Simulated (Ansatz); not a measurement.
**Li under changes of volume**

One of the cells (21.354 Å³/atom); the others are scaled copies at fixed shape and fractional positions:

```
Li
1.0
     0.00000    2.20200    2.20200
     2.20200    0.00000    2.20200
     2.20200    2.20200    0.00000
Li
1
Direct
  0.00000 0.00000 0.00000
```

This isn't the form of Li at room conditions, which is bcc.

```yaml
Program: Ansatz 0.2.0
Functional: PBEsol
Potentials_or_basis: all-electron LAPW, scalar-relativistic
Cutoff: 52 eV (chosen from the basis error)
Basis_error_allowed: 0.002 eV/atom
k_mesh: 10 × 10 × 10
Occupations: gaussian, width 0.01 eV
Spin: collinear spin, random start
Starting_moments: "[1.0] μB"
Fixed_moment: 1 μB
```

| volume (Å³/atom) | energy over the lowest point (meV/atom) | pressure (GPa) |
| --- | --- | --- |
| 20.073 | 23.26 | 2.3 |
| 20.500 | 17.64 | 2.0 |
| 20.927 | ? | ? |
| 21.354 | 8.64 | 1.5 |
| 21.781 | 5.14 | 1.2 |
| 22.208 | 2.24 | 1.0 |
| 22.635 | 0.00 | 0.8 |

Task: What does the run at 20.927 Å³/atom give?

Result: Energy over the lowest point 12.75 meV/atom; pressure 1.7 GPa.

Worked out: A Birch-Murnaghan fit of order 3 (a polynomial in V^(-2/3)) to the other rows has no minimum within the range. It gives 12.79 meV/atom at 20.927 Å³/atom, against the run's 12.75, and -dE/dV = 1.7 GPa, against 1.7.

Energies are extrapolated to zero smearing.

Caveats: the total moment is fixed, so each spin has its own Fermi level.
